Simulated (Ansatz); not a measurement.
Crystal: InSe.

```
In Se
1.0
     4.05000    0.00000    0.00000
    -2.02500    3.50740    0.00000
     0.00000    0.00000   16.93000
In Se
4 4
Direct
  0.66667 0.33333 0.84300
  0.33333 0.66667 0.34300
  0.66667 0.33333 0.65700
  0.33333 0.66667 0.15700
  0.66667 0.33333 0.39800
  0.33333 0.66667 0.89800
  0.66667 0.33333 0.10200
  0.33333 0.66667 0.60200
```

| Property | Result |
| --- | --- |
| Program | Ansatz 0.2.0 |
| Task | relaxation of cell and atoms |
| Functional | PBEsol |
| Dispersion | D3(BJ) |
| Potentials or basis | Ansatz PAW |
| Cutoff | 420 eV (not typed: the program's choice for these potentials) |
| k mesh | 8 × 8 × 2 |
| Occupations | fermi-dirac, width 0.05 eV |
| Spin | no spin polarisation |

At the start: volume 30.06 Å³/atom.

**Question.** How do energy, volume and symmetry change on relaxing?

**Answer.** It ends after 6 steps and the volume is 27.58 Å³/atom (-8.2 %); space group P6_3/mmc (No. 194, to 0.05 Å).

Step by step:
| step | energy change (eV) | largest force (eV/Å) | volume (Å³) |
| --- | --- | --- | --- |
| 1 | 0.0000 | 2.7254 | 240.49 |
| 2 | -1.5865 | 0.2923 | 238.97 |
| 3 | -1.7685 | 0.1895 | 222.73 |
| 4 | -1.7839 | 0.0353 | 221.65 |
| 5 | -1.7849 | 0.0023 | 220.66 |
| 6 | -1.7815 | 0.0020 | 220.66 |

Final structure:
```
CELL_PARAMETERS angstrom
3.95229 0.00000 0.00000
-1.97614 3.42278 0.00000
0.00000 0.00000 16.31161
ATOMIC_POSITIONS crystal
In 0.66667 0.33333 0.83429
In 0.33333 0.66667 0.33429
In 0.66667 0.33333 0.66571
In 0.33333 0.66667 0.16571
Se 0.66667 0.33333 0.41364
Se 0.33333 0.66667 0.91364
Se 0.66667 0.33333 0.08636
Se 0.33333 0.66667 0.58636
```

Caveat: the plane-wave basis is chosen anew once the cell has moved, so the energies of steps on either side of that aren't comparable; the PAW data sets come from PBE, with cores solved anew for the run's functional, which leaves a small shift of forces and pressure.
